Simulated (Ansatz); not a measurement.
# F: enthalpies of structure types against pressure

All-electron LAPW in Ansatz 0.2.0 under PBE, scalar-relativistic, energies extrapolated to zero smearing. Each structure type was compressed from its own relaxed volume, symmetry kept and shape relaxed on PAW files, and E(V) was fitted to energies and pressures; H = E + pV has no temperature or zero-point term. Only these types were tried: distorted hcp (P6_3/mmc, 18×18×10 mesh, 10.61 Å³/atom at rest); fcc (Fm-3m, 17×17×17 mesh, 10.28 Å³/atom at rest); diamond (Fd-3m, 13×13×13 mesh, 14.48 Å³/atom at rest); sc (Pm-3m, 17×17×17 mesh, 10.52 Å³/atom at rest); beta tin (I4_1/amd, 17×17×17 mesh, 11.29 Å³/atom at rest); bcc (Im-3m, 18×18×18 mesh, 10.15 Å³/atom at rest). Spin polarisation is left out. Spin–orbit coupling is left out; Fermi–Dirac smearing is 0.05 to 0.1 eV. The element's standard state (F2 gas) isn't among the types. Enthalpies carry a few meV/atom of noise from meshes and fits.

Problem. Which type is lowest at zero pressure, and what follows up to 220 GPa?

Solution. Among the types tried, sc is lowest at zero pressure; distorted hcp takes over from sc near 58 GPa, with a volume step of -4.5 %; bcc takes over from distorted hcp near 140 GPa, with a volume step of -1.0 %. Enthalpies against sc:

```json
{"p (GPa)": "0", "distorted hcp (meV/atom)": "82", "fcc (meV/atom)": "272", "diamond (meV/atom)": "91", "sc (meV/atom)": "0", "beta tin (meV/atom)": "7", "bcc (meV/atom)": "229"}
{"p (GPa)": "6.6", "distorted hcp (meV/atom)": "82", "fcc (meV/atom)": "254", "diamond (meV/atom)": "233", "sc (meV/atom)": "0", "beta tin (meV/atom)": "27", "bcc (meV/atom)": "209"}
{"p (GPa)": "18", "distorted hcp (meV/atom)": "72", "fcc (meV/atom)": "218", "diamond (meV/atom)": "432", "sc (meV/atom)": "0", "beta tin (meV/atom)": "41", "bcc (meV/atom)": "173"}
{"p (GPa)": "33", "distorted hcp (meV/atom)": "49", "fcc (meV/atom)": "170", "diamond (meV/atom)": "650", "sc (meV/atom)": "0", "beta tin (meV/atom)": "47", "bcc (meV/atom)": "126"}
{"p (GPa)": "66", "distorted hcp (meV/atom)": "-16", "fcc (meV/atom)": "68", "diamond (meV/atom)": "1044", "sc (meV/atom)": "0", "beta tin (meV/atom)": "45", "bcc (meV/atom)": "26"}
{"p (GPa)": "110", "distorted hcp (meV/atom)": "-112", "fcc (meV/atom)": "-61", "diamond (meV/atom)": "1473", "sc (meV/atom)": "0", "beta tin (meV/atom)": "31", "bcc (meV/atom)": "-98"}
{"p (GPa)": "160", "distorted hcp (meV/atom)": "-223", "fcc (meV/atom)": "-198", "diamond (meV/atom)": "1885", "sc (meV/atom)": "0", "beta tin (meV/atom)": "10", "bcc (meV/atom)": "-229"}
{"p (GPa)": "210", "distorted hcp (meV/atom)": "-333", "fcc (meV/atom)": "-328", "diamond (meV/atom)": "2246", "sc (meV/atom)": "0", "beta tin (meV/atom)": "-14", "bcc (meV/atom)": "-352"}
```
